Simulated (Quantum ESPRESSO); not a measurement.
# CO2 (Cmce) in Quantum ESPRESSO: a series of runs, part 2 of 2

Quantum ESPRESSO 7.5. The steps go on from the part before.

## 5. Single point, LDA, 13.54 Å³/atom

Input file pw.in:

```
&CONTROL
  calculation = 'scf'
  prefix = 'pwscf'
  outdir = './tmp'
  pseudo_dir = './pseudo'
  tstress = .true.
  disk_io = 'nowf'
/
&SYSTEM
  ibrav = 0
  nat = 6
  ntyp = 2
  ecutwfc = 45
  ecutrho = 360
  nbnd = 24
  occupations = 'smearing'
  smearing = 'fd'
  degauss = 0.00367493
/
&ELECTRONS
  conv_thr = 1.2d-09
  electron_maxstep = 120
  mixing_beta = 0.5
/
ATOMIC_SPECIES
O     15.9990 o_lda_v1.2.uspp.F.UPF
C     12.0110 c_lda_v1.2.uspp.F.UPF
CELL_PARAMETERS angstrom
   2.6182200176   -2.3713549653    0.0000000000
   2.6182200176    2.3713549653    0.0000000000
   0.0000000000    0.0000000000    6.5429643503
ATOMIC_POSITIONS crystal
O      0.3065085700    0.6934914300    0.6081566100
O      0.6934914300    0.3065085700    0.3918433900
O      0.1934914300    0.8065085700    0.1081566100
O      0.8065085700    0.1934914300    0.8918433900
C      0.5000000000    0.5000000000    0.5000000000
C      0.0000000000    0.0000000000    0.0000000000
K_POINTS automatic
8 8 4 0 0 0
```

Run with:

```bash
OMP_NUM_THREADS=1 mpirun -n 2 pw.x -nk 2 -in pw.in > pw.out
```

Run time: 18 s. Hardware: 2 MPI ranks of Intel Xeon 6975P-C (Granite Rapids), shared host; peak memory 0.36 GiB.

Results (log left out):

- Free energy: -2069.8972 eV
- Pressure: 0.5 GPa
- Band gap on the k mesh: 6.43 eV, indirect (least direct gap 7.03 eV)

## 6. Single point, LDA, 13.82 Å³/atom

Changes to pw.in since step 5:

```diff
@@ -28,5 +28,5 @@
 CELL_PARAMETERS angstrom
-   2.6182200176   -2.3713549653    0.0000000000
-   2.6182200176    2.3713549653    0.0000000000
-   0.0000000000    0.0000000000    6.5429643503
+   2.6359112300   -2.3873781200    0.0000000000
+   2.6359112300    2.3873781200    0.0000000000
+   0.0000000000    0.0000000000    6.5871749100
 ATOMIC_POSITIONS crystal
```

Potentials or basis: GBRV 1.5 LDA.

Run with:

```bash
OMP_NUM_THREADS=1 mpirun -n 2 pw.x -nk 2 -in pw.in > pw.out
```

It took 18 s on 2 MPI ranks of Intel Xeon 6975P-C (Granite Rapids), shared host; peak memory 0.36 GiB.

It converged, with:

* Free energy: -2069.8904 eV
* Pressure: -2.2 GPa
* Band gap on the k mesh: 6.34 eV, indirect (least direct gap 6.92 eV)

## 7. Single point, LDA, 14.09 Å³/atom

Changes to pw.in since step 6:

```diff
@@ -28,5 +28,5 @@
 CELL_PARAMETERS angstrom
-   2.6359112300   -2.3873781200    0.0000000000
-   2.6359112300    2.3873781200    0.0000000000
-   0.0000000000    0.0000000000    6.5871749100
+   2.6533681045   -2.4031890319    0.0000000000
+   2.6533681045    2.4031890319    0.0000000000
+   0.0000000000    0.0000000000    6.6307998563
 ATOMIC_POSITIONS crystal
```

Run with:

```bash
OMP_NUM_THREADS=1 mpirun -n 2 pw.x -nk 2 -in pw.in > pw.out
```

It took 19 s on 2 MPI ranks of Intel Xeon 6975P-C (Granite Rapids), shared host; peak memory 0.38 GiB.

The run converged. Its results:

```
Free energy            : -2069.8573 eV
Pressure               : -4.6 GPa
Band gap on the k mesh : 6.26 eV, indirect (least direct gap 6.82 eV)
```

## 8. Single point, LDA, 14.37 Å³/atom

Changes to pw.in since step 7:

```diff
@@ -28,5 +28,5 @@
 CELL_PARAMETERS angstrom
-   2.6533681045   -2.4031890319    0.0000000000
-   2.6533681045    2.4031890319    0.0000000000
-   0.0000000000    0.0000000000    6.6307998563
+   2.6705982503   -2.4187945928    0.0000000000
+   2.6705982503    2.4187945928    0.0000000000
+   0.0000000000    0.0000000000    6.6738582047
 ATOMIC_POSITIONS crystal
```

Run with:

```bash
OMP_NUM_THREADS=1 mpirun -n 2 pw.x -nk 2 -in pw.in > pw.out
```

It took 19 s on 2 MPI ranks of Intel Xeon 6975P-C (Granite Rapids), shared host; peak memory 0.38 GiB.

It converged, with:

```yaml
Free_energy: -2069.8002 eV
Pressure: -6.8 GPa
Band_gap_on_the_k_mesh: 6.18 eV, indirect (least direct gap 6.72 eV)
```

## 9. Single point, LDA, 14.65 Å³/atom

Changes to pw.in since step 8:

```diff
@@ -28,5 +28,5 @@
 CELL_PARAMETERS angstrom
-   2.6705982503   -2.4187945928    0.0000000000
-   2.6705982503    2.4187945928    0.0000000000
-   0.0000000000    0.0000000000    6.6738582047
+   2.6876088889   -2.4342013431    0.0000000000
+   2.6876088889    2.4342013431    0.0000000000
+   0.0000000000    0.0000000000    6.7163680018
 ATOMIC_POSITIONS crystal
```

Potentials or basis: GBRV 1.5 LDA.

Run with:

```bash
OMP_NUM_THREADS=1 mpirun -n 2 pw.x -nk 2 -in pw.in > pw.out
```

Wall time 20 s (2 MPI ranks of Intel Xeon 6975P-C (Granite Rapids), shared host); peak memory 0.38 GiB.

It converged, with:

* Free energy: -2069.7215 eV
* Pressure: -8.8 GPa
* Band gap on the k mesh: 6.10 eV, indirect (least direct gap 6.63 eV)

## 10. Equation of state, LDA

Potentials or basis: GBRV 1.5 LDA.

No new run: the results of the series are fitted here.

Results:

```
Equilibrium volume                        : 13.61 Å³/atom
Bulk modulus at fixed shape and positions : 135 GPa
Pressure derivative of the bulk modulus   : 3.9
```

Energy against volume, from the lowest point:
```
volume (Å³/atom)  energy (meV/atom)
          12.988              12.82
          13.265               3.72
          13.541               0.00
          13.818               1.14
          14.094               6.66
          14.370              16.17
          14.647              29.29
```

Caveat: the cell was scaled at fixed shape and fractional positions, which overstates the stiffness of a crystal with free parameters, most of all of layers and chains.

## 11. The reference run

An earlier run on the cell as given: functional PBEsol; potentials or basis GBRV 1.5 PBEsol; cutoff 612 eV; density cutoff 4898 eV; k mesh 8 × 8 × 4; occupations fermi-dirac, width 0.05 eV; no spin polarisation.

* Pressure: 1.6 GPa
* Largest force: 0.197 eV/Å
* Band gap on the k mesh: 6.57 eV, indirect (least direct gap 7.13 eV)

## 12. The runs side by side

| task | level | potentials or basis | form of the LDA correlation | gap on the mesh (eV) | pressure (GPa) | largest force (eV/Å) |
| --- | --- | --- | --- | --- | --- | --- |
| band structure | PBEsol | GBRV 1.5 PBEsol | - | 6.57 | 1.6 | 0.20 |
| equation of state | LDA | GBRV 1.5 LDA | PZ81 | - | - | - |
| single point | PBEsol | GBRV 1.5 PBEsol | - | 6.57 | 1.6 | 0.20 |

Alike in all rows: no spin polarisation; cell as given; k mesh 8 × 8 × 4; cutoff (eV) 612; smearing fermi-dirac 0.05 eV.

Caveats: the cell was scaled at fixed shape and fractional positions, which overstates the stiffness of a crystal with free parameters, most of all of layers and chains (some runs).

Total energies depend on the potentials used, so only differences within one code and one set of settings carry meaning.
